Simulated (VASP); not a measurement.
# Ge (Fd-3m) in VASP: a series of runs

Runs on Ge. Level: PBEsol. Tasks: single point.

Program: VASP 6.6.1. These are calculated values, not measurements. Logs are shortened: lines on timing, memory, paths and dates and some standing lists are left out, and cuts for length are marked.

## 1. The undisturbed crystal

Symmetry: Fd-3m, No. 227, cubic system. The conventional cell has a = 5.658 Å, b = 5.658 Å, c = 5.658 Å, α = 90.00°, β = 90.00°, γ = 90.00°. Ge (site symmetry -43m) has 4 Ge at 2.45 Å as nearest neighbours.

## 2. Single point, PBEsol (grid = ENCUT=350 dk=0.45 cell=3x3x2 ISMEAR=0 SIGMA=0.02 LREAL=Auto EDIFF=1e-06)

File INCAR:

```
PREC = Accurate
ENCUT = 350
EDIFF = 1E-6
ISMEAR = 0
SIGMA = 0.02
LREAL = Auto
LASPH = True
NELM = 120
ALGO = Fast
ISIF = 2
LWAVE = False
LCHARG = False
GGA = PS
NBANDS = 264
NCORE = 1
KPAR = 2
```

File KPOINTS:

```
Automatic mesh
0
Gamma
  2 2 3
```

File POSCAR:

```
Ge
1.0
    0.0000000000      8.4867300000      8.4867300000
    8.4867300000      0.0000000000      8.4867300000
    5.6578200000      5.6578200000      0.0000000000
Ge
36
Direct
    0.2500000000      0.2500000000      0.3750000000
    0.2500000000      0.2500000000      0.8750000000
    0.2500000000      0.5833333333      0.3750000000
    0.2500000000      0.5833333333      0.8750000000
    0.2500000000      0.9166666667      0.3750000000
    0.2500000000      0.9166666667      0.8750000000
    0.5833333333      0.2500000000      0.3750000000
    0.5833333333      0.2500000000      0.8750000000
    0.5833333333      0.5833333333      0.3750000000
    0.5833333333      0.5833333333      0.8750000000
    0.5833333333      0.9166666667      0.3750000000
    0.5833333333      0.9166666667      0.8750000000
    0.9166666667      0.2500000000      0.3750000000
    0.9166666667      0.2500000000      0.8750000000
    0.9166666667      0.5833333333      0.3750000000
    0.9166666667      0.5833333333      0.8750000000
    0.9166666667      0.9166666667      0.3750000000
    0.9166666667      0.9166666667      0.8750000000
    0.1666666667      0.1666666667      0.2500000000
    0.1666666667      0.1666666667      0.7500000000
    0.1666666667      0.5000000000      0.2500000000
    0.1666666667      0.5000000000      0.7500000000
    0.1666666667      0.8333333333      0.2500000000
    0.1666666667      0.8333333333      0.7500000000
    0.5000000000      0.1666666667      0.2500000000
    0.5000000000      0.1666666667      0.7500000000
    0.5000000000      0.5000000000      0.2500000000
    0.5000000000      0.5000000000      0.7500000000
    0.5000000000      0.8333333333      0.2500000000
    0.5000000000      0.8333333333      0.7500000000
    0.8333333333      0.1666666667      0.2500000000
    0.8333333333      0.1666666667      0.7500000000
    0.8333333333      0.5000000000      0.2500000000
    0.8333333333      0.5000000000      0.7500000000
    0.8333333333      0.8333333333      0.2500000000
    0.8333333333      0.8333333333      0.7500000000
```

Potentials or basis: VASP PAW PBE potentials, release 64 (Ge_d).

The run is started by

```sh
cat potpaw_PBE.64/Ge_d/POTCAR > POTCAR
mpirun -np 4 vasp_std > vasp.out
```

OUTCAR:

```text
PREC = Accurate
   ENCUT = 350
   EDIFF = 1E-6
   ISMEAR = 0
   LREAL = Auto
   LASPH = True
   NELM = 120
   ISIF = 2
   GGA = PS

 Found      6 irreducible k-points:

 Following reciprocal coordinates:
            Coordinates               Weight
  0.000000  0.000000  0.000000      1.000000
  0.500000  0.000000  0.000000      2.000000
  0.500000  0.500000  0.000000      1.000000
  0.000000  0.000000  0.333333      2.000000
  0.500000  0.000000  0.333333      4.000000
  0.500000  0.500000  0.333333      2.000000
   k-points           NKPTS =      6   k-points in BZ     NKDIM =      6   number of bands    NBANDS=    264
   number of dos      NEDOS =    301   number of ions     NIONS =     36
   total plane-waves  NPLWV = 320000
   dimension x,y,z NGX =    80 NGY =   80 NGZ =   50
   dimension x,y,z NGXF=   160 NGYF=  160 NGZF=  100
   ions per type =              36
   NGX,Y,Z   is equivalent  to a cutoff of  11.08, 11.08, 10.39 a.u.
   NGXF,Y,Z  is equivalent  to a cutoff of  22.16, 22.16, 20.78 a.u.
 SYSTEM =  unknown system
   PREC   = accura    normal or accurate (medium, high low for compatibility)
   ISTART =      0    job   : 0-new  1-cont  2-samecut
   ICHARG =      2    charge: 1-file 2-atom 10-const
   ISPIN  =      1    spin polarized calculation?
   LNONCOLLINEAR =      F non collinear calculations
   LSORBIT =      F    spin-orbit coupling
   LASPH  =      T    aspherical Exc in radial PAW
   ENCUT  =  350.0 eV  25.72 Ry    5.07 a.u.  18.31 18.31 12.21*2*pi/ulx,y,z
   NELM   =    120;   NELMIN=  2; NELMDL= -5     # of ELM steps
   EDIFF  = 0.1E-05   stopping-criterion for ELM
   LREAL  =      T    real-space projection
   EDIFFG = 0.1E-04   stopping-criterion for IOM
   NSW    =      0    number of steps for IOM
   IBRION =     -1    ionic relax: 0-MD 1-quasi-New 2-CG
   NFREE  =      0    steps in history (QN), initial steepest desc. (CG)
   ISIF   =      2    stress and relaxation
   ISYM   =      2    0-nonsym 1-usesym 2-fastsym
   POTIM  = 0.5000    time-step for ionic-motion
   TEBEG  =    0.0;   TEEND  =   0.0 temperature during run
   PSTRESS=    0.0 pullay stress
   NELECT =     504.0000    total number of electrons
   NUPDOWN=      -1.0000    fix difference up-down
   EMIN   =  10.00;   EMAX   =-10.00  energy-range for DOS
   EFERMI =   0.00;   METHOD = LEGACY
   ISMEAR =     0;   SIGMA  =   0.02  broadening in eV -4-tet -1-fermi 0-gaus
   EFERMI_NEDOS =   21; number of points for ismear=-14 and -15
   IALGO  =     68    algorithm
   IMIX   =      4    mixing-type and parameters
     AMIX     =   0.40;   BMIX     =  1.00
     AMIX_MAG =   1.60;   BMIX_MAG =  1.00
  volume/ion in A,a.u.               =      22.64       152.78
  Fermi-wavevector in a.u.,A,eV,Ry     =   1.394756  2.635708 26.468033  1.945346
  Thomas-Fermi vector in A             =   2.518275
   LORBIT       =      0    0 simple, 1 ext, 2 COOP (PROOUT), +10 PAW based schemes
   GGA     = PS    functional components
   LHFCALC =     F    Hartree Fock is set to
   AEXX    =    0.0000 exact exchange contribution
   IVDW    =     0    specifies the selected vdW correction
   LEPSILON=     F    determine dielectric tensor
   LRPA    =     F    only Hartree local field effects (RPA)
 non-spin polarized calculation
 RMM-DIIS sequential band-by-band and
 Gauss-broadening in eV      SIGMA  =   0.02
  energy-cutoff  :      350.00
  volume of cell :      815.00
 maximum number of plane-waves:     12144
 NGX is ok and might be reduce to    80
   NGX = 37   NGY = 37   NGZ = 25

 number of electron     504.0000021 magnetization

 Free energy of the ion-electron system (eV)
  ---------------------------------------------------
  ext. energy  EPLUGINS =         0.00000000
  ---------------------------------------------------
  free energy    TOTEN  =      -176.93401519 eV

  energy without entropy =     -176.93105496  energy(sigma->0) =     -176.93253507

 E-fermi :   4.8789     XC(G=0): -10.1225

 val. band max:        4.8705531004   @ k =   0.0000   0.0000   0.0000
 cond. band min:       4.9919488159   @ k =   0.5000   0.5000   0.0000
 fundamental gap:      0.1213957155
 Fermi energy:         4.8788859793

 k-point     1 :       0.0000    0.0000    0.0000
  band No.  band energies     occupation
      1     -19.9233      2.00000
      2     -19.9233      2.00000
      3     -19.9209      2.00000
      4     -19.9209      2.00000
      5     -19.9149      2.00000
      6     -19.9149      2.00000
[... 256 lines left out ...]
    263       5.8492      0.00000
    264       6.2270      0.00000

 k-point     2 :       0.5000    0.0000    0.0000
  band No.  band energies     occupation
      1     -19.9162      2.00000
      2     -19.9162      2.00000
      3     -19.9162      2.00000
      4     -19.9162      2.00000
      5     -19.9149      2.00000
      6     -19.9149      2.00000
[... 256 lines left out ...]
    263       6.5456      0.00000
    264       6.5788      0.00000

 k-point     3 :       0.5000    0.5000    0.0000
  band No.  band energies     occupation
      1     -19.9209      2.00000
      2     -19.9209      2.00000
      3     -19.9149      2.00000
      4     -19.9149      2.00000
      5     -19.9149      2.00000
      6     -19.9149      2.00000
[... 256 lines left out ...]
    263       6.4656      0.00000
    264       6.5391      0.00000

 k-point     4 :       0.0000    0.0000    0.3333
  band No.  band energies     occupation
      1     -19.9233      2.00000
      2     -19.9233      2.00000
      3     -19.9233      2.00000
      4     -19.9233      2.00000
      5     -19.9233      2.00000
      6     -19.9209      2.00000
[... 256 lines left out ...]
    263       6.5388      0.00000
    264       6.6250      0.00000

 k-point     5 :       0.5000    0.0000    0.3333
  band No.  band energies     occupation
      1     -19.9209      2.00000
      2     -19.9209      2.00000
      3     -19.9209      2.00000
      4     -19.9162      2.00000
      5     -19.9162      2.00000
      6     -19.9149      2.00000
[... 256 lines left out ...]
    263       7.4944      0.00000
    264       7.5019      0.00000

 k-point     6 :       0.5000    0.5000    0.3333
  band No.  band energies     occupation
      1     -19.9209      2.00000
      2     -19.9209      2.00000
      3     -19.9162      2.00000
      4     -19.9162      2.00000
      5     -19.9162      2.00000
      6     -19.9162      2.00000
[... 256 lines left out ...]
    263       7.5141      0.00000
    264       7.5575      0.00000

------------------------ aborting loop because EDIFF is reached ----------------------------------------

  FORCE on cell =-STRESS in cart. coord.  units (eV):
  Direction    XX          YY          ZZ          XY          YZ          ZX
  --------------------------------------------------------------------------------------
  -------------------------------------------------------------------------------------
  Total        3.0799418      3.0799418      3.0789351      0.0031235      0.0005286      0.0005288
  in kB        6.0547080      6.0547080      6.0527290      0.0061403      0.0010391      0.0010395
  external PRESSURE =       6.0540483 kB  Pullay stress =       0.0000000 kB

 VOLUME and BASIS-vectors are now :
 -----------------------------------------------------------------------------
  energy-cutoff  :      350.00
  volume of cell :      815.00
      direct lattice vectors                 reciprocal lattice vectors
     0.000000000  8.486730000  8.486730000    -0.058915507  0.058915507  0.058915507
     8.486730000  0.000000000  8.486730000     0.058915507 -0.058915507  0.058915507
     5.657820000  5.657820000  0.000000000     0.088373260  0.088373260 -0.088373260

 POSITION                                       TOTAL-FORCE (eV/Angst)
 -----------------------------------------------------------------------------------
      4.24336      4.24336      4.24336        -0.000011     -0.000011     -0.000051
      7.07227      7.07227      4.24336        -0.000011     -0.000011     -0.000051
      7.07227      4.24336      7.07227        -0.000011     -0.000011     -0.000051
      9.90118      7.07227      7.07227        -0.000011     -0.000011     -0.000051
      9.90119      4.24336      9.90119        -0.000011     -0.000011     -0.000051
     12.73010      7.07227      9.90119        -0.000011     -0.000011     -0.000051
[... 28 lines left out ...]
      8.48673      8.48673     14.14455         0.000011      0.000011      0.000051
     11.31564     11.31564     14.14455         0.000011      0.000011      0.000051
 -----------------------------------------------------------------------------------
    total drift:                                0.000675      0.000675     -0.000689

  FREE ENERGIE OF THE ION-ELECTRON SYSTEM (eV)
  ---------------------------------------------------
  free  energy   TOTEN  =      -176.9340151871 eV

  energy  without entropy=     -176.9310549590  energy(sigma->0) =     -176.93253507
```

Wall time 8.5 min (4 MPI ranks of Intel Xeon 6975P-C (Granite Rapids), shared host); peak memory 0.63 GiB.

The run converged, but some of its settings lie outside the range that counts as converged, so its numbers aren't taken as properties of the crystal.

What came out:

```yaml
Free_energy: -176.9340 eV
Band_gap_on_the_k_mesh: none (metal or under the smearing width)
```

Caveat: the cutoff is under 1.25 times the usual one of these potentials, so pressure, stress and relaxed cells hold a basis-set (Pulay) error; the PAW data sets were made with another functional, which shifts forces and pressure a little.

## 3. Single point, PBEsol (grid = ENCUT=400 dk=0.45 cell=3x3x2 ISMEAR=0 SIGMA=0.05 LREAL=Auto EDIFF=1e-06)

INCAR: that of step 2 with these lines changed.

```diff
@@ -1,6 +1,6 @@
 PREC = Accurate
-ENCUT = 350
+ENCUT = 400
 EDIFF = 1E-6
 ISMEAR = 0
-SIGMA = 0.02
+SIGMA = 0.05
 LREAL = Auto
```

KPOINTS is that of step 2.

POSCAR is that of step 2.

Potentials or basis: VASP PAW PBE potentials, release 64 (Ge_d).

The run is started by

```sh
cat potpaw_PBE.64/Ge_d/POTCAR > POTCAR
mpirun -np 4 vasp_std > vasp.out
```

Wall time 8.5 min (4 MPI ranks of Intel Xeon 6975P-C (Granite Rapids), shared host); peak memory 0.67 GiB.

The run converged, but some of its settings lie outside the range that counts as converged, so its numbers aren't taken as properties of the crystal.

What came out:

```yaml
Free_energy: -176.8999 eV
Pressure: 0.5 GPa
Band_gap_on_the_k_mesh: none (metal or under the smearing width)
```

Caveat: the PAW data sets were made with another functional, which shifts forces and pressure a little.

## 4. The reference run

An earlier run on the cell as given: functional PBEsol; potentials or basis VASP PAW PBE potentials, release 64 (Ge_d); cutoff 520 eV; k mesh 8 × 8 × 8; occupations fermi-dirac, width 0.05 eV; no spin polarisation.

- Pressure: 0.5 GPa
- Band gap on the k mesh: none (metal or under the smearing width)
